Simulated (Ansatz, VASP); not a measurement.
## One calculation of SiO2 (Stishovite), two programs

```
Si O
1.0
     4.31884    0.00000    0.00000
     0.00000    4.31884    0.00000
     0.00000    0.00000    2.74327
Si O
2 4
Cartesian
  0.0000 0.0000 0.0000
  2.1594 2.1594 1.3716
  1.3258 1.3258 0.0000
  0.8336 3.4852 1.3716
  2.9931 2.9931 0.0000
  3.4852 0.8336 1.3716
```

Alike in both runs: task single point; functional PBE; k mesh 6 × 6 × 8; no spin polarisation.

```csv
,VASP,Ansatz
version,VASP 6.6.1,Ansatz 0.2.0
potentials or method,"VASP PAW PBE potentials, release 64 (Si, O)","plane waves, PAW"
plane-wave cutoff (eV),520,420
occupations,"gaussian, width 0.01 eV",fixed
valence electrons in the cell,32,32
```

Ansatz gave:

| Property | Result |
| --- | --- |
| gap on the k mesh at the Fermi level (eV) | 4.07 |
| pressure (GPa) | -15.3 |
| largest component of the traceless stress (GPa) | 2.62 |
| rms of the force components (eV/Å) | 0.178 |

Q: Estimate VASP's values.

A: gap on the k mesh at the Fermi level (eV): 4.05; pressure (GPa): -15.3; largest component of the traceless stress (GPa): 2.25; rms of the force components (eV/Å): 0.170.

Atom by atom the forces differ by 0.008 eV/Å (rms over components).

Caveats: so large a pressure means that the cell lies far from this level's equilibrium, or that cutoff or potentials fall short (VASP). PBE gaps usually lie below the measured ones, often by a third to a half. A k mesh can miss the band edges.
